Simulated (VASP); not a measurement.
Set up this calculation in VASP 6.6.1, as the native input.

```yaml
Task: relaxation of cell and atoms
Functional: PBEsol
Potentials_or_basis: VASP PAW PBE potentials, release 64 (Te, Sr_sv)
Cutoff: 600 eV
k_mesh: 8 × 8 × 8
Occupations: gaussian, width 0.03 eV
Spin: no spin polarisation
Further_INCAR_settings: ALGO = Normal; EDIFF = 1e-07; IBRION = 2; EDIFFG = -0.005; NSW = 90; ISIF = 3
```

The structure of SrTe lies in POSCAR:

```
SrTe                                    
1.0
   -0.0000000000      3.3076002723      3.3076002723
    3.3076002723     -0.0000000000      3.3076002723
    3.3076002723      3.3076002723      0.0000000000
  Te              Sr            
     1     1
Direct
     0.5000000000000000    0.5000000000000000    0.5000000000000000
     0.0000000000000000    0.0000000000000000    0.0000000000000000
```

The cell was built by a generator and needn't be a form met in nature.

One way to write it, as run:

INCAR

```
PREC     = Accurate       # precision mode
ENCUT    = 600            # plane-wave cutoff, eV
EDIFF    = 1E-7           # SCF threshold, eV
ISMEAR   = 0              # smearing method
SIGMA    = 0.03           # smearing width, eV
LREAL    = False          # projectors in reciprocal space
LASPH    = True           # aspherical terms in the spheres
NELM     = 80             # most SCF steps
ALGO     = Normal         # electronic algorithm
ISIF     = 3              # what is computed and relaxed
LWAVE    = False          # write WAVECAR
LCHARG   = False          # write CHGCAR
GGA      = PS             # functional
IBRION   = 2              # ionic algorithm
NSW      = 90             # ionic steps
EDIFFG   = -0.005         # ionic threshold
```

KPOINTS

```
Automatic mesh
0
Gamma
  8 8 8
```

Potentials or basis: VASP PAW PBE potentials, release 64 (Te, Sr_sv).

The run is started by

```sh
$ cat potpaw_PBE.64/Te/POTCAR potpaw_PBE.64/Sr_sv/POTCAR > POTCAR
$ mpirun -np 1 vasp_std > vasp.out
```

Results of the run:

```yaml
Pressure_after_relaxing: 0.0 GPa
Band_gap_on_the_k_mesh: 1.55 eV, indirect (least direct gap 2.32 eV)
```

Caveat: the relaxation stopped at its first step, so nothing moved; the PAW data sets were made with another functional, which shifts forces and pressure a little; spin-orbit coupling is left out, which moves the levels of the heavy elements.

Wall time 17 s on 1 thread of Intel(R) Xeon(R) 6975P-C (Granite Rapids) (shared host), peak memory 0.25 GiB.
